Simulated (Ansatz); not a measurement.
# Ir (diamond type): the cost of one run

Method: DFT PBE, with the methods named in each step, in Ansatz 0.2.0.

2 further runs of the same task are left out: 2 that didn't finish.

### Step 1. The structure to begin with

It takes space group Fd-3m (No. 227, cubic). The conventional cell has a = 5.254 Å, b = 5.254 Å, c = 5.254 Å, α = 90.00°, β = 90.00°, γ = 90.00°. Around Ir (site symmetry -43m) lie 4 Ir at 2.28 Å.

Coordinates:

```
CELL_PARAMETERS angstrom
0.00000 2.62722 2.62722
2.62722 0.00000 2.62722
2.62722 2.62722 0.00000
ATOMIC_POSITIONS crystal
Ir 0.87500 0.87500 0.87500
Ir 0.12500 0.12500 0.12500
```

Atoms are numbered in the order of the input: Ir1, Ir2.

### Step 2. Shortest bond scaled by 1, PAW

Contents of input.yaml:

```yaml
crystal:
  lattice:
    - [0.0, 2.6272165707, 2.6272165707]
    - [2.6272165707, 0.0, 2.6272165707]
    - [2.6272165707, 2.6272165707, 0.0]
  atoms:
    - { symbol: Ir, position: [-0.125, -0.125, -0.125] }
    - { symbol: Ir, position: [0.125, 0.125, 0.125] }
kpoints:
  mp_grid: { grid: [10, 10, 10] }
scf:
  occupations: { method: fermi_dirac, width: 0.05 }
hamiltonian:
  xc: pbe
  pseudopotentials: { kind: paw }
output:
  forces: true
  stress: true
  eigenvalues: true
  efg: { contact_densities: true }
  populations: true
```

Command:

```bash
$ ansatz run input.yaml --threads 1 --pin off --max-ram 2048MiB --backend cpu --events-out ev --progress --plain --runs-dir out
```

Q: Estimate wall time and peak memory on 1 thread of Arm Neoverse V1, shared host.

About 3.6 s, with a peak of 0.36 GiB.
